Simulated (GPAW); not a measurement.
Input of a GPAW 26.7.0 run:

run.py

```python
from ase.calculators.mixing import SumCalculator
from ase.eos import EquationOfState
from ase.io import Trajectory, read
from ase.units import GPa
from dftd3.ase import DFTD3
from gpaw import GPAW, PW, setup_paths

setup_paths.insert(0, '.')

atoms = read('POSCAR')

traj = Trajectory('eos.traj', 'w')
volumes, energies = [], []
for x in [0.94, 0.96, 0.98, 1.0, 1.02, 1.04, 1.06]:
    a = atoms.copy()
    a.set_cell(atoms.cell * x**(1 / 3), scale_atoms=True)
    calc = GPAW(mode=PW(600),
                xc='PBEsol',
                kpts={'size': (6, 6, 6), 'gamma': True},
                occupations={'name': 'fermi-dirac', 'width': 0.05},
                nbands=18,
                convergence={'density': 1e-05, 'energy': 1e-05},
                maxiter=150,
                txt=f'eos-{x:.2f}.txt')
    a.calc = SumCalculator([calc, DFTD3(method='pbesol', damping='d3zero')])
    energies.append(a.get_potential_energy())
    volumes.append(a.get_volume())
    p = -a.get_stress()[:3].mean() / GPa
    calc.write(f'eos-{x:.2f}.gpw')
    traj.write(a)
    print(f'{x:.2f} {volumes[-1]:10.4f} A^3 {energies[-1]:14.6f} eV {p:9.3f} GPa', flush=True)

v0, e0, B = EquationOfState(volumes, energies, eos='birchmurnaghan').fit()
print(f'V0 = {v0:.4f} A^3, E0 = {e0:.6f} eV, B0 = {B / GPa:.2f} GPa')
```

POSCAR

```
HgSe
1.0
    0.0000000000      3.0390000000      3.0390000000
    3.0390000000      0.0000000000      3.0390000000
    3.0390000000      3.0390000000      0.0000000000
Hg Se
1 1
Direct
    0.0000000000      0.0000000000      0.0000000000
    0.7500000000      0.7500000000      0.7500000000
```

Potentials or basis: PAW data sets generated in the run's folder for this functional, pw.

Run with:

```console
$ gpaw-setup -f PBEsol Hg Se
$ OMP_NUM_THREADS=1 python run.py
```

Q: Predict the equilibrium volume.

A: 28.01 Å³/atom.

Q: What does it give for the pressure derivative of the bulk modulus?

A: 5.2.

Energy against volume, from the lowest point:
```tsv
volume (Å³/atom)	energy (meV/atom)
26.383	18.90
26.944	7.74
27.505	1.66
28.067	0.00
28.628	2.29
29.189	8.03
29.751	16.84
```

Spin-orbit coupling is left out, which matters for the levels of Hg.

**Measured values to compare with.**

From “The pseudo-binary mercury chalcogenide alloy HgSe0.7S0.3 at high pressure: a mechanism of the zinc blende/cinnabar reconstructive phase transition”, 2002, arxiv:cond-mat/0209548, for a bulk crystal of HgSe: bulk modulus 51.6 ± 0.2 GPa.

Against the measured bulk modulus of HgSe, 51.6 GPa (quoted in “The pseudo-binary mercury chalcogenide alloy HgSe0.7S0.3 at high pressure: a mechanism of the zinc blende/cinnabar reconstructive phase transition”, 2002, arxiv:cond-mat/0209548), the calculated 57 GPa is off by +9.7 %. The fit is for a static lattice scaled at fixed shape and fixed fractional positions.
